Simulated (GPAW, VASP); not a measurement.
This is a calculation of TiTe2 for VASP 6.6.1. 

Contents of INCAR:

```
SYSTEM = TiTe2
PREC = Accurate
ENCUT = 520
EDIFF = 1E-7
ISMEAR = -1
SIGMA = 0.05
LREAL = .FALSE.
LASPH = .TRUE.
NELM = 80
ALGO = Normal
ISIF = 2
LWAVE = .FALSE.
LCHARG = .TRUE.
GGA = PS
LELF = .TRUE.
LVHAR = .TRUE.
NBANDS = 19
```

KPOINTS

```
Automatic mesh
0
G
  8 8 4
  0 0 0
```

File POSCAR:

```
TiTe2
1.0
    3.7770000000      0.0000000000      0.0000000000
   -1.8885000000      3.2709779501      0.0000000000
    0.0000000000      0.0000000000      6.4980000000
Te Ti
2 1
Direct
    0.3333333333      0.6666666667      0.7372000000
    0.6666666667      0.3333333333      0.2628000000
    0.0000000000      0.0000000000      0.0000000000
```

Potentials or basis: VASP PAW PBE potentials, release 64 (Te, Ti_sv).

Run with:

```console
$ cat potpaw_PBE.64/Te/POTCAR potpaw_PBE.64/Ti_sv/POTCAR > POTCAR
$ mpirun -np 1 vasp_std > vasp.out
```

**Question.** Translate it to GPAW 26.7.0 (ASE script). Potentials or basis there: PAW data sets generated for this functional, cutoff 600 eV.

**Answer.** As run (cutoffs and basis follow the program's own potentials, and thresholds, step limits or extra output files can differ):

run.py

```python
from ase import Atoms
from ase.dft.bandgap import bandgap
from ase.io import write
from ase.units import GPa
from gpaw import GPAW, PW, setup_paths

setup_paths.insert(0, '.')

atoms = Atoms(['Te', 'Te', 'Ti'],
              cell=[[3.777, 0.0, 0.0],
                    [-1.8885, 3.2709779501, 0.0],
                    [0.0, 0.0, 6.498]],
              scaled_positions=[[0.3333333333, 0.6666666667, 0.7372],
                                [0.6666666667, 0.3333333333, 0.2628],
                                [0.0, 0.0, 0.0]],
              pbc=True)

calc = GPAW(mode=PW(600),
            xc='PBEsol',
            kpts={'size': (8, 8, 4), 'gamma': True},
            occupations={'name': 'fermi-dirac', 'width': 0.05},
            nbands=24,
            convergence={'density': 1e-05, 'energy': 1e-05},
            maxiter=150,
            txt='gpaw.txt')
atoms.calc = calc
energy = atoms.get_potential_energy()
forces = atoms.get_forces()
stress = atoms.get_stress()
calc.write('gs.gpw')
write('result.traj', atoms)
print(f'Energy: {energy:.6f} eV')
print('Forces (eV/A):')
print(forces.round(4))
print('Stress (GPa):', (stress / GPa).round(3))
print('Fermi level:', round(calc.get_fermi_level(), 4), 'eV')
print(f'Gap: {bandgap(calc)[0]:.4f} eV, direct: {bandgap(calc, direct=True)[0]:.4f} eV')
```

Potentials or basis: PAW data sets generated in the run's folder for this functional, pw.

Command:

```console
$ gpaw-setup -f PBEsol Te Ti
$ OMP_NUM_THREADS=1 python run.py
```

Both were run:

|  | VASP | GPAW |
| --- | --- | --- |
| Pressure | -2.2 GPa | -2.6 GPa |
| Largest force | 0.110 eV/Å | 0.126 eV/Å |

VASP's potentials were made for PBE.

Pressure is positive in compression.
